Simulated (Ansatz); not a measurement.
Set up this calculation in Ansatz 0.2.0, as the native input.

```
Task                : single point
Functional          : PBE
Potentials or basis : Ansatz PAW
Cutoff              : 420 eV (not typed: the program's choice for these potentials)
k mesh              : 10 × 10 × 10
Occupations         : gaussian, width 0.023 eV
Spin                : no spin polarisation
```

CdO (Monteponite):

```
CELL_PARAMETERS angstrom
0.00000 2.34950 2.34950
2.34950 0.00000 2.34950
2.34950 2.34950 0.00000
ATOMIC_POSITIONS crystal
Cd 0.00000 0.00000 0.00000
O 0.50000 0.50000 0.50000
```

One way to write it, as run:

input.yaml

```yaml
crystal:
  lattice:
    - [0.0, 2.3495, 2.3495]
    - [2.3495, 0.0, 2.3495]
    - [2.3495, 2.3495, 0.0]
  atoms:
    - { symbol: Cd, position: [0.0, 0.0, 0.0] }
    - { symbol: O, position: [0.5, 0.5, 0.5] }
hamiltonian:
  xc: pbe
  pseudopotentials: { kind: paw }
kpoints:
  mp_grid: { grid: [10, 10, 10] }
scf:
  occupations: { method: gaussian, width: 0.023 }
output:
  forces: true
  stress: true
  eigenvalues: true
```

Potentials or basis: Ansatz PAW.

The run is started by

```sh
$ ansatz run input.yaml --threads 2 --pin off --max-ram 5632MiB --backend cpu --events-out ev --progress --plain --runs-dir out
```

It gave:

```json
{"Pressure": "6.1 GPa", "Band gap on the k mesh": "none (metal or under the smearing width)"}
```

Caveat: the pressure holds a Pulay correction of +0.5 GPa for the finite cutoff; this crystal is a semiconductor, whose small gap the functional closes, so the metal is an error of the method.

Wall time 0.76 s on 2 threads of Arm Neoverse V1, with other jobs on the host, peak memory 0.28 GiB.
